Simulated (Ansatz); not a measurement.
# Zn (bcc type): the cost of one run

Program: Ansatz 0.2.0. Level of theory: DFT, PBE, PAW with Ansatz's default frozen-core files, scalar-relativistic. These are calculated values, not measurements.

## 1. The starting structure

Symmetry: Im-3m, No. 229, cubic system. The conventional cell has a = 3.118 Å, b = 3.118 Å, c = 3.118 Å, α = 90.00°, β = 90.00°, γ = 90.00°. Zn (site symmetry m-3m) is surrounded by 8 Zn at 2.70 Å.

Coordinates:

```cif
data_structure
_symmetry_space_group_name_H-M 'Im-3m'
_symmetry_Int_Tables_number 229
_cell_length_a 3.1178
_cell_length_b 3.1178
_cell_length_c 3.1178
_cell_angle_alpha 90.000
_cell_angle_beta 90.000
_cell_angle_gamma 90.000
_cell_volume 30.31
loop_
_atom_site_label
_atom_site_type_symbol
_atom_site_symmetry_multiplicity
_atom_site_Wyckoff_symbol
_atom_site_fract_x
_atom_site_fract_y
_atom_site_fract_z
_atom_site_occupancy
Zn1 Zn 2 a 0.00000 0.00000 0.00000 1
```

The file gives the conventional cell by its symmetry; the runs use the cell typed in the input.

Whether this phase is the stable one at these pressures isn't tested.

## 2. Cell relaxed at zero pressure, PAW

Contents of input.yaml:

```yaml
crystal:
  lattice:
    - [-1.5589149808, 1.5589149808, 1.5589149808]
    - [1.5589149808, -1.5589149808, 1.5589149808]
    - [1.5589149808, 1.5589149808, -1.5589149808]
  atoms:
    - { symbol: Zn, position: [0.0, 0.0, 0.0] }
kpoints:
  mp_grid: { grid: [19, 19, 19] }
scf:
  occupations: { method: fermi_dirac, width: 0.1 }
hamiltonian:
  xc: pbe
  pseudopotentials: { kind: paw }
output:
  forces: true
  stress: true
relax:
  f_tol: 0.005
  max_steps: 40
  cell: {}
```

The run is started by

```sh
$ ansatz run input.yaml --threads 1 --pin off --max-ram 2048MiB --backend cpu --events-out ev --progress --plain --runs-dir out
```

Q: Estimate wall time and peak memory on 1 thread of AMD EPYC 9R45 (Zen 5), shared host.

About 3.1 s, with a peak of 0.35 GiB.
